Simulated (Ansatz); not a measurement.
# How the conductance of CoSi2/AlP/CoSi2 changes with thickness, part 3 of 3

How fast does the current through CoSi2/AlP/CoSi2 fall with each added layer? Both electrodes are CoSi2 fluorite(111); the barrier is AlP zinc blende(111) (whole bilayers). In the first transport cell, after relaxation, the nearest pair of electrode and barrier is Si–P at 2.30 Å, along the normal, at the lower face and Si–Al at 2.52 Å, along the normal, at the upper one. All share a net of side 3.79 Å, which strains the lower electrode by +0.0 % and the barrier by -2.7 %, against typed lattice constants near PBE's. The first steps treat the bulk electrodes alone.

Ansatz 0.2.0; PBE DFT, plane waves, PAW files (the session's first sound run).

So far, transmission at the Fermi level (a spin, zone mean): step 4 (T(E) of the junction) 0.0134; step 5 (conductance, atomic planes in the barrier 4, gap between the electrodes 8.89 Å) 0.0609; step 6 (conductance, 58 atoms) 0.0138; step 8 (conductance, atomic planes in the barrier 12, gap between the electrodes 21.8 Å) 2.1e-4. Also channels of the lower lead: step 4 1.27; step 6 1.29.

### Step 9. Conductance, atomic planes in the barrier 14, gap between the electrodes 25.02 Å

System of this step: CoSi2/AlP/CoSi2. The cell holds 66 atoms: 18 Co, 34 Si, 7 P and 7 Al. Cell: a = 3.790 Å, b = 3.790 Å, c = 90.005 Å, α = 90.0°, β = 90.0°, γ = 120.0°. Regions: left electrode, 26 atoms (9 Co and 17 Si); barrier, 14 atoms (7 P and 7 Al); right electrode, 26 atoms (17 Si and 9 Co). Vacuum lies along c.

Input file input.yaml:

```yaml
crystal:
  lattice:
    - [3.79, 0.0, 0.0]
    - [-1.895, 3.2822362803, 0.0]
    - [0.0, 0.0, 90.0052420099]
  atoms:
    - { symbol: Co, position: [0.66666667, 0.33333333, 0.0777732479] }
    - { symbol: Si, position: [0.0, 0.0, 0.0863396654] }
    - { symbol: Si, position: [0.66666667, 0.33333333, 0.1035563648] }
    - { symbol: Co, position: [0.0, 0.0, 0.1121227823] }
    - { symbol: Si, position: [0.33333333, 0.66666667, 0.1206891998] }
    - { symbol: Si, position: [0.0, 0.0, 0.1379058992] }
    - { symbol: Co, position: [0.33333333, 0.66666667, 0.1464723167] }
    - { symbol: Si, position: [0.66666667, 0.33333333, 0.1550387343] }
[... 54 atom lines left out ...]
    - { symbol: Co, position: [0.66666667, 0.33333333, 0.8878772177] }
    - { symbol: Si, position: [0.0, 0.0, 0.8964436352] }
    - { symbol: Si, position: [0.66666667, 0.33333333, 0.9136603346] }
    - { symbol: Co, position: [0.0, 0.0, 0.9222267521] }
kpoints:
  mp_grid: { grid: [8, 8, 1] }
scf:
  occupations: { method: fermi_dirac, width: 0.1 }
  max_iter: 150
hamiltonian:
  xc: pbe
output:
  transmission:
    kmesh: [24, 24]
    e_range: [-0.26, 0.27]
    de: 0.0375
    leads: [[11, 14], [52, 55]]
```

Command:

```
> ansatz run input.yaml --threads 8 --pin off --max-ram 24576MiB --backend cpu --events-out ev --progress --plain --runs-dir out
```

Wall time 4.9 min (8 threads of Arm Neoverse V2, shared host); peak memory 12 GiB; 33 min of CPU time.

G = 3.4e10 S/m² (1/G = 29.1 Ω µm²), 0.26 times the step before of this kind. The largest error estimate is 6.6 %, from the mesh across the current. In the worse lead the potential repeats within 6.2 meV, which the program lets pass.

### Step 10. The series together

Times are for 8 threads of Arm Neoverse V2, shared host. The series side by side:

```csv
no.,gap between the electrodes (Å),junction conductance (S/m²),resistance-area product beyond the leads (Ω um²),time,memory (GiB)
1,8.89,3.86e13,0.02468,3.5 min,9.2
2,12.12,8.71e12,0.1135,4.2 min,9.5
3,15.34,2.04e12,0.4897,4.6 min,10
4,21.8,1.31e11,7.654,4.4 min,11
5,25.02,3.43e10,29.14,4.9 min,12
```

The runs together. The transmission, zone mean by energy, zero at the Fermi level:

```csv
energy (eV),8.89,12.12,15.34,21.8,25.02
-0.260,0.0768,0.0184,0.00459,3.4e-4,9.7e-5
-0.223,0.0756,0.0180,0.00435,3.2e-4,8.9e-5
-0.185,0.0723,0.0173,0.00410,2.9e-4,8.1e-5
-0.147,0.0679,0.0161,0.00384,2.7e-4,7.4e-5
-0.110,0.0660,0.0150,0.00361,2.5e-4,6.7e-5
-0.072,0.0662,0.0147,0.00352,2.3e-4,6.3e-5
-0.035,0.0642,0.0144,0.00338,2.2e-4,5.9e-5
0.003,0.0609,0.0138,0.00324,2.1e-4,5.4e-5
0.040,0.0606,0.0142,0.00317,2.0e-4,5.1e-5
0.077,0.0576,0.0131,0.00303,1.9e-4,4.8e-5
0.115,0.0574,0.0129,0.00298,1.8e-4,4.6e-5
0.152,0.0587,0.0130,0.00297,1.8e-4,4.4e-5
0.190,0.0600,0.0129,0.00297,1.8e-4,4.3e-5
0.228,0.0617,0.0133,0.00306,1.8e-4,4.3e-5
0.265,0.0558,0.0117,0.00276,1.6e-4,4.0e-5
```

### Step 11. Fit against thickness

This step: Fit of the logarithm of the conductance against the barrier's thickness, from PBE DFT, plane waves, PAW files (Ansatz 0.2.0).

No new run: the logarithm is fitted against the thickness.

This step gave:

* decay constant of the conductance: 0.43 Å⁻¹
* r.m.s. misfit of ln G: 0.05

From the end points alone, β = ln(3.86e+13 / 3.43e+10) / 16.13 Å = 7.02 / 16.13 Å = 0.44 Å⁻¹.

### Step 12. A repeat with changed settings

This step: PBE DFT, plane waves, PAW files; ballistic transmission by layer matching between semi-infinite leads; changed: basis.ecutrho_ratio = 2 (Ansatz 0.2.0).

System of this step: CoSi2/AlP/CoSi2. The cell holds 56 atoms: 18 Co, 34 Si, 2 P and 2 Al. Its edges and angles: a = 3.790 Å, b = 3.790 Å, c = 73.872 Å, α = 90.0°, β = 90.0°, γ = 120.0°. Regions: left electrode, 26 atoms (9 Co and 17 Si); barrier, 4 atoms (2 P and 2 Al); right electrode, 26 atoms (17 Si and 9 Co). Vacuum lies along c.

This run repeats an earlier one, its twin (the conductance run, 4 atomic planes between the electrodes), with one setting changed (basis.ecutrho_ratio; files written aside). The setting was drawn as a possible misstep, on purpose. Where the input is shown as a difference, that is against the step before, not the twin.

Input file input.yaml:

```yaml
crystal:
  lattice:
    - [3.79, 0.0, 0.0]
    - [-1.895, 3.2822362803, 0.0]
    - [0.0, 0.0, 73.8715344223]
  atoms:
    - { symbol: Co, position: [0.66666667, 0.33333333, 0.0947590984] }
    - { symbol: Si, position: [0.0, 0.0, 0.1051964406] }
    - { symbol: Si, position: [0.66666667, 0.33333333, 0.1261733054] }
    - { symbol: Co, position: [0.0, 0.0, 0.1366106476] }
    - { symbol: Si, position: [0.33333333, 0.66666667, 0.1470479898] }
    - { symbol: Si, position: [0.0, 0.0, 0.1680248546] }
    - { symbol: Co, position: [0.33333333, 0.66666667, 0.1784621968] }
    - { symbol: Si, position: [0.66666667, 0.33333333, 0.188899539] }
[... 44 atom lines left out ...]
    - { symbol: Co, position: [0.0, 0.0, 0.8633893524] }
    - { symbol: Si, position: [0.33333333, 0.66666667, 0.8738266946] }
    - { symbol: Si, position: [0.0, 0.0, 0.8948035594] }
    - { symbol: Co, position: [0.33333333, 0.66666667, 0.9052409016] }
kpoints:
  mp_grid: { grid: [8, 8, 1] }
scf:
  occupations: { method: fermi_dirac, width: 0.1 }
  max_iter: 150
hamiltonian:
  xc: pbe
output:
  transmission:
    kmesh: [24, 24]
    e_range: [-0.26, 0.27]
    de: 0.0375
    leads: [[11, 14], [42, 45]]
basis:
  ecutrho_ratio: 2
```

Run time: 0.02 s. Hardware: 8 threads; peak memory 0.031 GiB.

The program refused the input before any cycle.

The program's message: “Error: output.transmission: <on plane waves> with basis.ecutrho_ratio < 4 — the transmission reads the potential up to twice the cutoff's wavenumber, and below a ratio of 4 the run has it in part; rai …”

The change that led to it: basis.ecutrho_ratio = 2.

### Step 13. Outcome

```yaml
1_g_at_8p89_a_gap: 0.0259 Ω um²
1_g_at_25p0_a_gap: 29.1 Ω um²
decay_constant_beta: 0.43 Å⁻¹
```

What this shows: A fit of ln G against d gives β = 0.43 Å⁻¹, and step by step the slopes are 0.46, 0.45, 0.43 and 0.42 Å⁻¹. They agree within a fifth, so G falls as one exponential, by a factor of ten every 5.4 Å. At the Fermi level the layers of the barrier in the wide-window run (6 planes) hold from 0.026 to 0.16 states an eV and atom. A semilocal functional narrows gaps, which tends to make the decay too slow. The program's largest error estimate on these conductances is 8.2 %, from the mesh across the current. No spin-orbit coupling, phonons, disorder or image charges enter; the interfaces are ordered, one cell wide and lattice-matched by strain. Semilocal gaps are too small, which can bring a band edge of the barrier nearer to the Fermi level than it is.

[Logs are printed without paths, hosts, clocks, repeated set-up lines and the standing remarks that a program may print on its own settings, such as how far it seeks lower states.]

[Hosts, paths, dates, database ids (printed as entryN), source tags and the programs' standing remarks are cut or masked in the printed files.]
